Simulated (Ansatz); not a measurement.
# Osmium (fcc) across density functionals

All rows: Ansatz, plane waves with scalar-relativistic PAW, 420 eV (500 eV for the SCAN forms), relaxed under each functional, no dispersion correction, no zero-point motion. B₀ comes from uniform scaling at fixed shape; a dash is a value not given.

```tsv
functional	V (Å³/atom)	cell	B₀ (GPa)	magnetic state	ΔE to hcp (meV/atom)
PBE	14.35	a = 3.857 Å	390	spin not included	138
r²SCAN	14.08	a = 3.833 Å	419	spin not included	154
PBEsol	13.96	a = 3.822 Å	424	spin not included	145
LDA	13.76	a = 3.804 Å	440	spin not included	145
revPBE	14.46	a = 3.867 Å	380	spin not included	138
RPBE	14.50	a = 3.871 Å	376	spin not included	137
BLYP	14.98	a = 3.914 Å	338	spin not included	129
```

LDA gives the smallest volume and BLYP the largest.
